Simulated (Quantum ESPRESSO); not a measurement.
**C under changes of volume**

One of the cells (10.908 Å³/atom); the others are scaled copies at fixed shape and fractional positions:

```
C
1.0
     1.23319    0.71198    8.28262
    -1.23319    0.71198    8.28262
     0.00000   -1.42396    8.28262
C
4
Cartesian
  0.0000 0.0000 2.1661
  0.0000 0.0000 18.7315
  0.0000 0.0000 6.1163
  0.0000 0.0000 22.6818
```

This isn't the form of C at room conditions, which is graphite.

* Program: Quantum ESPRESSO 7.5
* Functional: PBEsol
* Potentials or basis: GBRV 1.5 PBEsol
* Cutoff: 612 eV
* Density cutoff: 4898 eV
* k mesh: 12 × 12 × 12
* Occupations: fermi-dirac, width 0.05 eV
* Spin: no spin polarisation

```csv
volume (Å³/atom),energy over the lowest point (meV/atom),pressure (GPa),gap on the mesh (eV),largest force (eV/Å)
10.254,?,?,?,?
10.472,7.62,7.5,0.20,0.005
10.690,0.53,2.5,0.19,0.005
10.908,0.00,-2.1,0.19,0.005
11.126,5.47,-6.3,0.18,0.004
11.345,16.40,-10.1,0.17,0.004
11.563,32.33,-13.6,0.17,0.004
```

What does the run at 10.254 Å³/atom give?

Energy over the lowest point 21.91 meV/atom; pressure 13.1 GPa; gap on the mesh 0.21 eV; largest force 0.006 eV/Å.

Worked out: A Birch-Murnaghan fit of order 3 (a polynomial in V^(-2/3)) to the other rows has its minimum at 10.82 Å³/atom with B0 = V·E''(V) = 226 GPa and B' = 3.5 at fixed shape and positions, which overstates the stiffness. It gives 21.89 meV/atom at 10.254 Å³/atom, against the run's 21.91, and -dE/dV = 13.3 GPa, against 13.1. A straight line through the other rows of the gap, of slope -0.317 eV per unit of ln V (its deformation potential), extrapolates to 0.21 eV, against the run's 0.21.

Energies are extrapolated to zero smearing.

A mesh can miss the band edges.
